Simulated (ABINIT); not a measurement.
A calculation with ABINIT 10.8.3 (patched build) of InAs (ASE script, Cartesian positions):

The input run.py:

```python
import json, os
import numpy as np
from ase.units import GPa
from ase.calculators.abinit import Abinit, AbinitProfile
from ase.io import read

atoms = read('InAs.xyz')

profile = AbinitProfile(command='abinit', pp_paths=[os.path.abspath('pseudos')])
params = dict(
    pps='pawxml', xc='PBE',
    ecut=598.6505,
    pawecutdg=1197.301,
    kptopt=1,
    ngkpt=[8, 8, 8],
    nshiftk=1,
    shiftk=[0.0, 0.0, 0.0],
    ixc=11,
    nband=18,
    occopt=3,
    tsmear=0.05,
    nstep=100,
    tolvrs=1e-09,
    prtwf=0,
    prtden=0,
)

atoms.calc = Abinit(profile=profile, directory='run', **params)
energy = atoms.get_potential_energy()
forces = atoms.get_forces()
stress = atoms.get_stress()
print(f'energy {energy:.6f} eV')
print('forces (eV/A)')
print(np.round(forces, 5))
print('stress (GPa, Voigt, tension positive)', np.round(stress / GPa, 4))
json.dump(dict(energy=energy, forces=forces.tolist(), stress=stress.tolist(), cell=atoms.cell.tolist(), frac=atoms.get_scaled_positions(wrap=False).tolist()), open('results.json', 'w'))
```

Contents of InAs.xyz:

```xyz
2
Lattice="0.0000000000 3.0180000000 3.0180000000 3.0180000000 0.0000000000 3.0180000000 3.0180000000 3.0180000000 0.0000000000" Properties=species:S:1:pos:R:3 pbc="T T T"
In     0.0000000000      0.0000000000      0.0000000000
As     4.5270000000      4.5270000000      4.5270000000
```

Potentials or basis: JTH PAW PBE v2.0.

Launch:

```bash
$ python run.py
```

Question: Write the same calculation in another form: native input, structure from a POSCAR.

Answer: As run:

The input run.abi:

```
# Pseudopotentials
pp_dirpath "./"
pseudos "In.GGA_PBE-JTH.xml, As.GGA_PBE-JTH.xml"

# Structure
structure "poscar:POSCAR"
natom 2

# Plane-wave basis
ecut 598.650497 eV
pawecutdg 44.0

# k points
kptopt 1
ngkpt 8 8 8
nshiftk 1
shiftk 0.0 0.0 0.0

# Exchange and correlation
ixc 11

# Bands and occupations
nband 18
occopt 3
tsmear 0.05 eV

# SCF cycle
nstep 100
tolvrs 1.0e-9

# Output
iomode 3
prtwf 0
prtden 0
prteig 0
prtebands 0
```

File POSCAR:

```
InAs
1.0
    0.0000000000      3.0180000000      3.0180000000
    3.0180000000      0.0000000000      3.0180000000
    3.0180000000      3.0180000000      0.0000000000
In As
1 1
Direct
    0.0000000000      0.0000000000      0.0000000000  In
    0.7500000000      0.7500000000      0.7500000000  As
```

Potentials or basis: JTH PAW PBE v2.0.

The run is started by

```console
$ abinit run.abi > log 2>&1
```

Both were run:

|  | ASE script, Cartesian positions | native input, structure from a POSCAR |
| --- | --- | --- |
| Pressure | 4.3 GPa | 4.3 GPa |
| Band gap on the k mesh | none (metal or under the smearing width) | none (metal or under the smearing width) |
| Valence electrons inside the program's atomic spheres | In 11.22; As 12.68 | In 11.22; As 12.68 |

Keys that steer only the numerical path or the files written may differ.

Caveat: this crystal is a semiconductor, whose small gap the functional closes, so the metal is an error of the method.
